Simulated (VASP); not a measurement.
# From an Ansatz input to VASP: KF (strained zincblende)

Ansatz input

```yaml
crystal:
  lattice:
    - [0.0, 2.8106468691, 3.143252166]
    - [2.8106468691, 0.0, 3.143252166]
    - [2.8106468691, 2.8106468691, 0.0]
  atoms:
    - { symbol: K, position: [0.0, 0.0, 0.0] }
    - { symbol: F, position: [0.25, 0.25, 0.25] }
kpoints:
  mp_grid: { grid: [8, 8, 8] }
  band_path:
    path:
      - [0.0, 0.0, 0.0]
      - [-0.5, -0.5, 0.0]
      - [-0.375, -0.375, 0.25]
      - [-0.375, 0.0, 0.375]
      - [0.0, 0.0, 0.5]
      - [-0.5, -0.25, 0.25]
    npoints: 1
hamiltonian:
  xc: r2scan
scf:
  occupations: { method: fixed }
  n_extra_bands: 4
output:
  forces: true
  stress: true
  eigenvalues: true
```

Task: Which VASP files do the same job?

Result: 

INCAR

```
NSW = 0
NELM = 120
NBANDS = 15
LWAVE = .FALSE.
EDIFF = 1E-7
LCHARG = .FALSE.
ISMEAR = 0
ENCUT = 520
METAGGA = R2SCAN
LASPH = .TRUE.
SIGMA = 0.01
PREC = Accurate
LREAL = .FALSE.
IBRION = -1
ISIF = 2
ALGO = Normal
```

KPOINTS

```
KPOINTS created by Atomic Simulation Environment
0
Gamma
8 8 8
0 0 0
```

KPOINTS_OPT

```
special points
6
Reciprocal
0.0000000000 0.0000000000 0.0000000000 1
-0.5000000000 -0.5000000000 0.0000000000 1
-0.3750000000 -0.3750000000 0.2500000000 1
-0.3750000000 0.0000000000 0.3750000000 1
0.0000000000 0.0000000000 0.5000000000 1
-0.5000000000 -0.2500000000 0.2500000000 1
```

POSCAR

```
K  F
 1.0000000000000000
     0.0000000000000000    2.8106468691000002    3.1432521659999999
     2.8106468691000002    0.0000000000000000    3.1432521659999999
     2.8106468691000002    2.8106468691000002    0.0000000000000000
 K   F
   1   1
Cartesian
  0.0000000000000000  0.0000000000000000  0.0000000000000000
  1.4053234345500001  1.4053234345500001  1.5716260830000004
```

VASP ran with the recommended PBE PAW datasets (16 valence electrons in the cell). Other inputs would serve too.

|  | Ansatz | VASP |
| --- | --- | --- |
| gap between bands v and c | 5.76 eV | 5.76 eV |
| least direct gap | 5.99 eV | 5.98 eV |
| pressure | 0.3 GPa | 0.3 GPa |

Datasets and cutoffs are each program's own. VASP's cell holds 16 valence electrons and Ansatz's 16. Ansatz's stress includes a Pulay correction; VASP's doesn't.
